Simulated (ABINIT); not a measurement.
A run of ABINIT 10.8.3 (patched build) is set up as follows.

The input run.abi:

```
pp_dirpath "./"
pseudos "Ba.upf, Ti.upf, O.upf"

acell 3*1.0 Angstrom
rprim
     4.0060000000     0.0000000000     0.0000000000
     0.0000000000     4.0060000000     0.0000000000
     0.0000000000     0.0000000000     4.0060000000
ntypat 3
znucl 56 22 8
natom 5
typat 1 2 3 3 3
xcart
     2.0030000000     2.0030000000     2.0030000000
     0.0000000000     0.0000000000     0.0000000000
     0.0000000000     0.0000000000     2.0030000000
     0.0000000000     2.0030000000     0.0000000000
     2.0030000000     0.0000000000     0.0000000000 Angstrom

ecut 42.0

kptopt 1
ngkpt 5 5 5
nshiftk 1
shiftk 0.0 0.0 0.0

ixc 7

nband 24
occopt 3
tsmear 0.05 eV

nstep 100
tolvrs 1.0e-10

iomode 3
prtwf 0
prteig 0
prtebands 0
enunit 1
prtden 1
prtvha 1
prtvclmb 1
prtpot 1
prtelf 1
```

Potentials or basis: PseudoDojo NC SR LDA v0.4 stringent.

The run is started by

```bash
$ abinit run.abi > log 2>&1
```

**Question.** What does it give for the pressure?

**Answer.** -9.0 GPa.

**Question.** Predict the band gap on the k mesh.

**Answer.** 1.83 eV, indirect (least direct gap 1.84 eV).

Caveat: spin-orbit coupling is left out, which moves the levels of the heavy elements; an odd mesh through Γ misses points on the zone boundary, where band edges often lie. Expect the measured gap to be larger: semilocal functionals such as LDA lack the derivative discontinuity.
